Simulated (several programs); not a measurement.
## What each method gives for GaN (NiAs type)

GaN (NiAs type), relaxed with r2SCAN in Ansatz, was computed with several methods. It is hexagonal, P6_3/mmc (No. 194); conventional cell a = 2.967 Å, c = 5.033 Å, 9.59 Å³ an atom. Ga is surrounded by 6 N at 2.13 Å and 2 Ga at 2.52 Å; N is surrounded by 6 Ga at 2.13 Å. The cell comes from a prototype generator: it can be a known phase or a hypothetical one. Spin polarisation is off.

```
CELL_PARAMETERS angstrom
2.96720 0.00000 0.00000
-1.48360 2.56967 0.00000
0.00000 0.00000 5.03293
ATOMIC_POSITIONS crystal
Ga 0.00000 0.00000 0.00000
Ga 0.00000 0.00000 0.50000
N 0.33333 0.66667 0.25000
N 0.66667 0.33333 0.75000
```

Gaps and times are for a single point on this cell; volume and bulk modulus come from each method's own relaxation or energy curve at fixed shape, which is too stiff where a cell has free coordinates or axes. Times are rough, from shared hosts (Arm Neoverse N1; Intel Xeon 6975P-C), and each method has its own mesh and cell size. A dagger marks a closed or tiny gap in a crystal that DFT finds insulating: a failure of the method or a wrong SCF state. A double dagger marks a value from a curve with shape and coordinates held. PM6 (MOPAC), PM7 (MOPAC), GFN2-xTB (tblite) treat a cluster of cells at its zone centre, which samples few k points: where these miss a band edge, the gap comes out too large for that reason alone. Gaps from k meshes are read at a limited set of points (mesh, symmetry points, PBE's band edges), so each method's own least gap may be somewhat smaller. Force fields have no electrons; where one was fitted to this phase, its volume and modulus reflect the fit. xTB and the PM methods were fitted mostly to molecules, and can miss a solid's gap by electronvolts. Minimal bases can be far off for gaps. Times of the plane-wave ladder aren't listed, since it ran on unlike processors and cards. GLLB-SC's gap includes the derivative discontinuity. G0W0 is at finite bands, cutoff and mesh. d marks a direct gap, i an indirect one (no mark: not told apart), a dash a value that wasn't computed or didn't pass its checks.

```tsv
method	kind	gap (eV)	own volume (Å³/atom)	bulk modulus (GPa)	atoms computed	processor time
PBEsol	semilocal	–	9.62	–	4	–
GaN.sw (LAMMPS)	force field	–	–	–	4	0.14 s
GaN.tersoff (LAMMPS)	force field	–	–	–	4	0.16 s
light PBE (260 eV and a coarse mesh)	light plane-wave	1.27 i	–	–	4	1.4 s
LDA	semilocal	1.07 i	9.35	–	4	–
PBE	semilocal	1.33 i	9.96	199‡	4	–
PBE+SOC	semilocal	1.33 i	–	–	4	–
PM7 (MOPAC)	semi-empirical	0.06†	–	–	cluster	16 s
PM6 (MOPAC)	semi-empirical	1.96	–	–	cluster	17 s
r2SCAN	semilocal	1.90 i	9.59	232‡	4	–
PBE/SZV (CP2K)	small basis	0.49 i	–	–	4	21 s
GLLB-SC (GPAW)	model potential	2.11	–	–	4	23 s
GFN2-xTB (tblite)	tight binding	1.58	–	–	cluster	37 s
PBE/single zeta (GPAW)	small basis	0.97 i	–	–	4	40 s
PBE0	hybrid	3.37 i	–	–	4	–
HSE06	hybrid	2.67 i	9.53	–	4	–
r2SCANh	hybrid	2.64 i	–	–	4	–
Hartree-Fock	exact exchange	10.42 i	–	–	4	–
G0W0@LDA (140 eV screening cutoff)	many-body	2.16	–	–	4	–
DDH-PBE0	hybrid	2.24 i	–	–	4	–
G0W0@r2SCAN (140 eV screening cutoff)	many-body	2.37	–	–	4	–
PBE/DZVP (CP2K)	small basis	1.22 i	–	–	4	100 s
G0W0@HSE06 (140 eV screening cutoff)	many-body	2.73	–	–	4	–
G0W0@PBE (220 eV screening cutoff)	many-body	2.03	–	–	4	–
HSE06+SOC	hybrid	2.67 i	–	–	4	–
```

Against HSE06 (2.67 eV) and with closed or daggered gaps left aside, the nearest gap at the points sampled is that of HSE06+SOC (0.00 eV) and the farthest that of Hartree-Fock (+7.75 eV). HSE06 is only a yardstick of convenience, and nearness to it can be luck.

Volumes against r2SCAN's: PBEsol +0.3 %, LDA -2.5 %, PBE +3.8 %, HSE06 -0.6 %.

Runs without a result: GFN1-xTB (tblite) (single point).

Relaxed on its own, the cell leaves this structure with GaN.sw (LAMMPS), GaN.tersoff (LAMMPS), so no volume is listed.

Only the rows marked +SOC include spin-orbit coupling.
